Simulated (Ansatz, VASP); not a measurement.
# Al31SiO48 (Si_Al) in two plane-wave programs, part 2 of 2

Aim: how closely do two programs agree when they are given the same cell, functional and k mesh? Of the first pair: The structure shown is the start of the Ansatz relaxation below; VASP solves that cell, so the two are compared at the walk's first step.

VASP 6.6.1 and Ansatz 0.2.0.

So far. Step 3 (VASP: single point, HSE06, start cell, pair 1): The run ends at a pressure of -6.74 GPa, with forces up to 0.17 eV/Å.

## 6. VASP: single point, HSE06, relaxed cell, pair 2

Level of this step: HSE06; plane waves and PAW (Al, Si, O) (VASP).

The same cell, functional and mesh now go to VASP, with its own data sets.

The run reads the wave functions of an earlier VASP run, which isn't shown here.

INCAR reads:

```
SYSTEM = Al31SiO48
PREC = Accurate
ENCUT = 520
EDIFF = 1E-06
NELM = 100
ISMEAR = 0
SIGMA = 0.01
LREAL = Auto
ALGO = Normal
LHFCALC = .TRUE.
AEXX = 0.25
GGA = PE
HFSCREEN = 0.208
LASPH = .TRUE.
NELECT = 384
NBANDS = 248
PRECFOCK = Fast
LORBIT = 11
LWAVE = .FALSE.
LCHARG = .FALSE.
ISIF = 2
```

POSCAR reads:

```
Al31SiO48
1.0
    4.7733053274      2.7558691157      8.6752450800
   -4.7733053274      2.7558691157      8.6752450800
    0.0000000000     -5.5117382314      8.6752450800
Al Si O
31 1 48
Direct
    0.3220954919      0.3220998241      0.3222132138
    0.0742214358      0.0742257681      0.0743391578
    0.1761792414      0.1761835736      0.1762969634
    0.3257695286      0.3232106772      0.8238123639
    0.4274020014      0.4257038462      0.9254152581
    0.0728254212      0.0755710276      0.5738738300
    0.1743019160      0.1768519261      0.6773538014
    0.3232063450      0.8236989742      0.3258872505
    0.4256995139      0.9253018684      0.4275197233
    0.0755666953      0.5737604402      0.0729431431
    0.1768475939      0.6772404116      0.1744196379
    0.3246098723      0.8246052956      0.8236236618
    0.4254120701      0.9263372195      0.9270491208
    0.0721366721      0.5755545980      0.5752026218
    0.1752604182      0.6800175895      0.6757283889
    0.8236946420      0.3257738608      0.3233240669
    0.9252975361      0.4274063336      0.4258172359
    0.5737561080      0.0728297534      0.0756844173
    0.6772360794      0.1743062482      0.1769653158
    0.8235059399      0.3246142045      0.8247186853
    0.9269313989      0.4254164023      0.9264506092
    0.5750848999      0.0721410043      0.5756679877
    0.6756106670      0.1752647505      0.6801309792
    0.8246009633      0.8235102721      0.3247275942
    0.9263328873      0.9269357311      0.4255297920
    0.5755502657      0.5750892321      0.0722543941
    0.6800132573      0.6756149992      0.1753781402
    0.8243519324      0.8243562646      0.8244696543
    0.9265104718      0.9265148040      0.9266281937
    0.5742826343      0.5742869665      0.5744003562
    0.6759631117      0.6759674439      0.6760808336
    0.4240191262      0.4240234584      0.4241368481
    0.2217570076      0.0283415970      0.3757994167
    0.4721399041      0.1244416946      0.2791882865
    0.0283372648      0.3756860270      0.2218747295
    0.3756816947      0.2217613398      0.0284549867
    0.1244373624      0.2790748968      0.4722576260
    0.2790705646      0.4721442363      0.1245550843
    0.2224956087      0.0288433551      0.8748361991
    0.4732872352      0.1249588747      0.7776180723
    0.0288891765      0.3758263332      0.7216234663
    0.3763109145      0.2290091730      0.5251940746
    0.1263996298      0.2782436177      0.9709637309
    0.2886044720      0.4665588158      0.6140032721
    0.2290048408      0.5250806849      0.3764286364
    0.4665544836      0.6138898824      0.2887221939
    0.0288390229      0.8747228094      0.2226133306
    0.3758220010      0.7215100766      0.0290068984
    0.1249545424      0.7775046826      0.4734049572
    0.2782392855      0.9708503412      0.1265173518
    0.2231748708      0.5275566864      0.8723366227
    0.4719887517      0.6252556801      0.7782775458
    0.0273336771      0.8768393444      0.7218890623
    0.3746509471      0.7217771398      0.5290060101
    0.1260909459      0.7779763139      0.9714797875
    0.2788085073      0.9745408748      0.6245256578
    0.7215057444      0.0288935087      0.3759397229
    0.9708460089      0.1264039620      0.2783570075
    0.5250763527      0.3763152467      0.2291225627
    0.8747184772      0.2224999409      0.0289567449
    0.6138855502      0.2886088042      0.4666722056
    0.7775003504      0.4732915675      0.1250722644
    0.7217713404      0.0273380093      0.8769527341
    0.9713620655      0.1260952781      0.7780897036
    0.5288882882      0.3746552793      0.7218905295
    0.8722189007      0.2231792030      0.5276700761
    0.6244079359      0.2788128395      0.9746542645
    0.7781598239      0.4719930839      0.6253690698
    0.7217728076      0.5288926204      0.3747686690
    0.9745365426      0.6244122681      0.2789262292
    0.5275523541      0.8722232329      0.2232925928
    0.8768350121      0.7217756726      0.0274513990
    0.6252513479      0.7781641561      0.4721064736
    0.7779719817      0.9713663977      0.1262086679
    0.7224174173      0.5284016351      0.8753059224
    0.9754757437      0.6240502824      0.7769669560
    0.5283973028      0.8751925327      0.7225351392
    0.8751882005      0.7224217495      0.5285150248
    0.6240459502      0.7768535663      0.9755934656
    0.7768492341      0.9754800759      0.6241636721
```

KPOINTS reads:

```
Automatic mesh
0
Gamma
1 1 1
0 0 0
```

Potentials, in the order of the species: Al, Si and O (PBE family, release 64).

Run with:

```console
> export OMP_NUM_THREADS=3
> mpirun -np 1 vasp_gam
```

Numbers of over 12 decimals in the logs are rounded to 6 here.

What it wrote:

```text
[... set-up lines as in an earlier step ...]
 entering main loop
       N       E                     dE             d eps       ncg     rms          rms(c)
DAV:   1    -0.731252289542E+03   -0.73125E+03   -0.17016E+01   584   0.869E+00    0.361E+01
DAV:   2    -0.731389368252E+03   -0.13708E+00   -0.61894E-01   640   0.167E+00    0.288E+01
DAV:   3    -0.731360457356E+03    0.28911E-01   -0.28918E-02   576   0.338E-01    0.187E+01
DAV:   4    -0.731351654929E+03    0.88024E-02   -0.56210E-03   584   0.155E-01    0.113E+01
[...]
DAV:  10    -0.731347155778E+03    0.86385E-05   -0.48251E-06   512   0.569E-03    0.438E-01
DAV:  11    -0.731347153905E+03    0.18730E-05   -0.17893E-06   384   0.381E-03    0.256E-01
DAV:  12    -0.731347154015E+03   -0.11041E-06   -0.82279E-07   344   0.260E-03
   1 F= -.73134715E+03 E0= -.73134715E+03  d E =-.351133E-25
```

Parts of OUTCAR (step 6):

```text
  FREE ENERGIE OF THE ION-ELECTRON SYSTEM (eV)
  ---------------------------------------------------
  free  energy   TOTEN  =      -731.3471540155 eV

  energy  without entropy=     -731.3471540155  energy(sigma->0) =     -731.34715402
```

The run ends at a pressure of -6.74 GPa, with forces up to 0.037 eV/Å.

## 7. Side by side

Both answers:

| quantity | Ansatz | VASP | difference |
| --- | --- | --- | --- |
| gap on the k mesh (eV) | 7.905 | 7.892 | +0.014 |

At this near-relaxed geometry the largest component of a force difference is 33 meV/Å. A gap on the mesh is an upper bound, since the band edges may lie between its points. The cell carries a charge of +1 e against a uniform background, so its pressure also hangs on how the neutralising background is counted, and in a defect's cell a gap may be the spacing between its levels.

## 8. Results

```
r.m.s. force difference (single point, HSE06, start cell, pair 1)           : 11 meV/Å
difference in gap on the k mesh (single point, HSE06, relaxed cell, pair 2) : 0.014 eV
r.m.s. force difference (single point, HSE06, relaxed cell, pair 2)         : 11 meV/Å
```

In words: The r.m.s. force difference is 11 meV/Å (single point, HSE06, start cell, pair 1), within the 12 meV/Å picked in this series as the mark of a large difference. How closely two codes agree says nothing of how well the functional describes the real material.

[Lines on the potential files, build, host, timing and source positions are cut from VASP's logs without a mark.]

[Logs are printed without paths, hosts, clocks, repeated set-up lines and the standing remarks that a program may print on its own settings, such as how far it seeks lower states.]

[Hosts, paths, dates, database ids (printed as entryN), source tags and the programs' standing remarks are cut or masked in the printed files.]
